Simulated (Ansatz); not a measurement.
CdS (Greenockite):

```
Cd S
1.0
     4.15000    0.00000    0.00000
    -2.07500    3.59401    0.00000
     0.00000    0.00000    6.73700
Cd S
2 2
Direct
  0.66667 0.33333 0.50000
  0.33333 0.66667 0.00000
  0.66667 0.33333 0.87500
  0.33333 0.66667 0.37500
```

Program: Ansatz 0.2.0. Alike in all runs: potentials or basis Ansatz PAW; cell as given. Hardware: 2 threads of Intel(R) Xeon(R) Processor @ 2.50GHz (Skylake/Cascade Lake), with other jobs on the host.

Problem. Order these runs on this cell by their wall time, lowest first.
A. task band structure; level r2SCAN; spin off; k mesh 7 × 7 × 4; cutoff (eV) 500; smearing fermi-dirac 0.05 eV; points for each segment of the path 14
B. task single point; level RPBE; spin off; k mesh 7 × 7 × 4; cutoff (eV) 420; smearing gaussian 0.02 eV
C. task band structure; level LDA; spin SOC, no magnetisation; k mesh 5 × 5 × 3; cutoff (eV) 420; smearing fermi-dirac 0.05 eV; points for each segment of the path 14
D. task optical spectrum; level r2SCAN+D3(BJ); spin off; k mesh 7 × 7 × 4; cutoff (eV) 500; smearing gaussian 0.1 eV; broadening 0.05 eV

Solution. B (6.9 s), A (33 s), C (130 s), D (460 s).

Caveats: spectra need much finer meshes, so this one isn't converged (some runs); independent-particle spectra lack excitons (some runs); the dispersion damping was fitted for another functional or another form of the correction (some runs).

Runs at the PBE level aren't shown here.
